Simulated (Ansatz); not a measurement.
Te2Mo: distorted cells

All numbers below come from DFT PBE, scalar-relativistic, plane waves, PAW (Ansatz 0.2.0).

Settings: cutoff 420 eV, Γ-centred mesh 9×9×2 on the computed 3-atom cell, Gaussian smearing of 0.02 eV; no spin polarisation.

Reference cell:

```
CELL_PARAMETERS angstrom
3.56023 0.00000 0.00000
-1.78012 3.08325 0.00000
0.00000 0.00000 17.52406
ATOMIC_POSITIONS crystal
Te 0.33333 0.66667 0.89786
Te 0.33333 0.66667 0.10214
Mo 0.00000 0.00000 0.00000
```

Each variant moves atoms of this cell by the vectors given, if any (Å), and then applies a symmetric strain (tensor components, Cartesian axes). The reference cell isn't relaxed at this level. Energies are per atom at zero smearing, counted from the lowest variant. Pressure is positive in compression.

1. no strain; moves: Te1 (-0.004, 0.000, -0.045)
2. strain (xx yy zz yz xz xy, %) 3.74 3.74 0.74 0.00 0.00 0.00; moves: Te1 (0.000, 0.000, 0.073); Te2 (0.000, 0.000, -0.073)
3. no strain; moves: Te1 (-0.008, -0.033, -0.030)
4. strain (xx yy zz yz xz xy, %) 0.24 0.24 -1.26 0.00 0.00 0.00; moves: Te1 (0.000, 0.000, 0.306); Te2 (0.000, 0.000, -0.306)
5. strain (xx yy zz yz xz xy, %) -0.66 -0.66 2.34 0.00 0.00 0.00; moves: Te1 (0.000, 0.000, -0.122); Te2 (0.000, 0.000, 0.122)

Order the variants by energy, lowest first.

1 (0.0 meV/atom), 3 (0.1 meV/atom), 2 (35.0 meV/atom), 5 (77.7 meV/atom), 4 (685.8 meV/atom). Neighbours within 1 meV/atom are level.

Order them by pressure, highest first.

4 (11.05 GPa), 3 (-0.02 GPa), 1 (-0.19 GPa), 2 (-0.66 GPa), 5 (-2.61 GPa).

  Each cell of Te2Mo holds layers, and where no dispersion correction was added their binding is poorly described. The smearing is narrow for a metal on this mesh.

This form isn't the usual stable structure of the compound.